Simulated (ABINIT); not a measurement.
Input of an ABINIT 10.8.3 (patched build) run:

The input run.abi:

```
# Pseudopotentials
pp_dirpath "./"
pseudos "Ce.LDA_PW-JTH.xml, H.LDA_PW-JTH.xml"

# Structure
acell 3*1.0
rprim
     0.0000000000     5.2817845183     5.2817845183
     5.2817845183     0.0000000000     5.2817845183
     5.2817845183     5.2817845183     0.0000000000
ntypat 2
znucl 58 1
natom 3
typat 1 2 2
xred
     0.0000000000     0.0000000000     0.0000000000
     0.7500000000     0.7500000000     0.7500000000
     0.2500000000     0.2500000000     0.2500000000

# Plane-wave basis
ecut 25.0
pawecutdg 47.0

# k points
kptopt 1
ngkpt 6 6 6
nshiftk 1
shiftk 0.0 0.0 0.0

# Exchange and correlation
ixc 7

# Bands and occupations
nband 15
occopt 3
tsmear 0.00183747

# Spin
nsppol 2
spinat
     0.0000000000     0.0000000000     1.0000000000
     0.0000000000     0.0000000000     0.0000000000
     0.0000000000     0.0000000000     0.0000000000

# DFT+U
usepawu 1
lpawu 3 -1
upawu 6.0 0.0 eV
jpawu 0.5 0.0 eV

# SCF cycle
nstep 100
tolvrs 1.0e-9

# Output
iomode 3
prtwf 0
prtden 0
prteig 0
prtebands 0
enunit 2
prtvol 2
```

Potentials or basis: JTH PAW LDA v2.0.

Launch:

```bash
$ abinit run.abi > log 2>&1
```

Q: Predict the site moments.

A: Ce +0.79; H -0.00 μB.

Q: Predict the pressure.

A: -7.0 GPa.

Q: Estimate the net moment.

A: 0.89 μB per cell.

Eigenvalues of the final occupation matrices:
| site | spin | trace | eigenvalues |
| --- | --- | --- | --- |
| atom 1 | 1 | 0.79 | 0.01 0.01 0.01 0.02 0.25 0.25 0.25 |
| atom 1 | 2 | 0.04 | 0.00 0.00 0.00 0.01 0.01 0.01 0.01 |

Caveat: the magnetic or orbital state may not be the lowest; spin-orbit coupling is left out, which moves the levels of the heavy elements. The state reached can hang on the start; a lower one may exist.
